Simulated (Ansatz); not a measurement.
The system is TaN.

```
CELL_PARAMETERS angstrom
0.00000 2.49114 2.49114
2.49114 0.00000 2.49114
2.49114 2.49114 0.00000
ATOMIC_POSITIONS crystal
Ta 0.00000 0.00000 0.00000
N 0.25000 0.25000 0.25000
```

The cell comes from a database or a generator and needn't be the stable form of this composition.

Base run:

| Quantity | Value |
| --- | --- |
| Program | Ansatz 0.2.0 |
| Functional | r2SCAN |
| Potentials or basis | Ansatz PAW |
| Cutoff | 500 eV |
| Density cutoff | 2000 eV |
| k mesh | 7 × 7 × 7 |
| Occupations | gaussian, width 0.05 eV |
| Spin | no spin polarisation |
| Hubbard terms | Ta d U = 3 eV |

Its results: band gap on the k mesh none (metal or under the smearing width); pressure -27.3 GPa.

Problem. The run is repeated on the same cell with these changes: hubbard terms from Ta d U = 3 eV to Ta d U = 5 eV. What comes out?

Solution. Band gap on the k mesh none (metal or under the smearing width); pressure -23.6 GPa.

Caveats: U without spin polarisation on a metal has little footing; the PAW data sets come from PBE, with cores solved anew for the run's functional, which leaves a small shift of forces and pressure.

Not every run made on this cell is shown here.
